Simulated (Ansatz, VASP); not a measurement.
BN: VASP beside Ansatz

```xyz
2
Lattice="0.0000 1.7621 1.7621 1.7621 0.0000 1.7621 1.7621 1.7621 0.0000" Properties=species:S:1:pos:R:3 pbc="T T T"
B     0.0000    0.0000    0.0000
N     2.6431    2.6431    2.6431
```

Alike in both runs: functional PBEsol; k mesh 12 × 12 × 12; no spin polarisation.

Ansatz relaxed the structure, and its values are those at the end. VASP's run is a single point on that final structure, the one shown.

|  | VASP | Ansatz |
| --- | --- | --- |
| version | VASP 6.6.1 | Ansatz 0.2.0 |
| potentials or method | VASP PAW PBE potentials, release 64 (B, N) | scalar-relativistic, plane waves, PAW |
| plane-wave cutoff (eV) | 520 | 420 |
| occupations | gaussian, width 0.01 eV | fixed |
| valence electrons in the cell | 8 | 8 |

|  | VASP | Ansatz | Ansatz less VASP |
| --- | --- | --- | --- |
| gap on the k mesh at the Fermi level (eV) | 4.35 | 4.36 | +0.011 |
| least direct gap on the mesh (eV) | 9.12 | 9.13 | +0.007 |

 As with any semilocal functional, this PBEsol gap is likely too small. A k mesh can miss the band edges.
